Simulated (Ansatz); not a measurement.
Crystal: Pr, fcc type, 1 atom in the cell.

All numbers below come from r²SCAN, plane waves, PAW datasets (earlier set, tuned by hand) (Ansatz).

Cutoff 820 eV; k-mesh 13×13×13 Γ-centred; Fermi–Dirac smearing of 0.1 eV; no spin polarisation; no spin–orbit coupling.

```tsv
V (Å³/atom)	a (Å)	E − E(min) (meV/atom)	P (GPa)
22.169	4.4593	12.48	2.63
22.892	4.5073	3.70	1.33
23.615	4.5543	0.00	0.36
24.338	4.6003	0.15	-0.41
25.061	4.6454	3.64	-1.13
```

**Question.** Fit a third-order Birch–Murnaghan equation of state to the energies.

**Answer.** V₀ = 23.924 Å³/atom (a₀ = 4.574 Å), B₀ = 26.6 GPa, B₀′ = 6.23.

The stress includes the program's correction for the finite plane-wave basis.

This cubic structure is a model: it isn't the usual form of the substance at ambient conditions, and such phases are metastable or hypothetical. The open f shell is treated without spin here, so this is a model state and not the ground state. With an open f shell the self-consistent state may not be the lowest one.
